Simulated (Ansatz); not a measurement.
A run of Ansatz 0.2.0 is set up as follows.

File input.yaml:

```yaml
crystal:
  lattice:
    - [0.01933363, 2.46286993, 2.45281136]
    - [2.50285714, -0.00674656, 2.47889155]
    - [2.4813249, 2.46741788, 0.01478568]
  atoms:
    - { symbol: Pb, position: [0.0, 0.0, 0.0] }
hamiltonian:
  xc: r2scan
  pseudopotentials: { kind: paw }
kpoints:
  mp_grid: { grid: [9, 9, 9] }
scf:
  occupations: { method: fermi_dirac, width: 0.05 }
output:
  forces: true
  stress: true
  eigenvalues: true
relax:
  f_tol: 0.01
  max_steps: 40
  cell: { stress_tol: 0.05 }
```

Potentials or basis: Ansatz PAW.

Command:

```console
$ ansatz run input.yaml --threads 2 --pin off --max-ram 5632MiB --backend cpu --events-out ev --progress --plain --runs-dir out
```

Q: Estimate the space group after relaxing (to 0.05 Å).

A: Fm-3m (No. 225).

Q: What does it give for the band gap on the k mesh?

A: None (metal or under the smearing width).

Q: What does it give for the relaxed volume?

A: 31.04 Å³/atom.

Q: Predict the relaxed cell.

A: a = 3.524 Å, b = 3.528 Å, c = 3.530 Å, α = 59.92°, β = 60.00°, γ = 60.08°.

The path:
| step | energy change (eV) | largest force (eV/Å) | volume (Å³) |
| --- | --- | --- | --- |
| 1 | 0.0000 | 0.0000 | 30.13 |
| 2 | -0.0048 | 0.0000 | 31.14 |
| 3 | -0.0049 | 0.0000 | 31.06 |
| 4 | -0.0050 | 0.0000 | 31.04 |
| 5 | -0.0050 | 0.0000 | 31.04 |

Caveat: the plane-wave basis is chosen anew once the cell has moved, so the energies of steps on either side of that aren't comparable; the PAW data sets come from PBE, with cores solved anew for the run's functional, which leaves a small shift of forces and pressure. Spin-orbit coupling is left out, which matters for the levels of Pb.
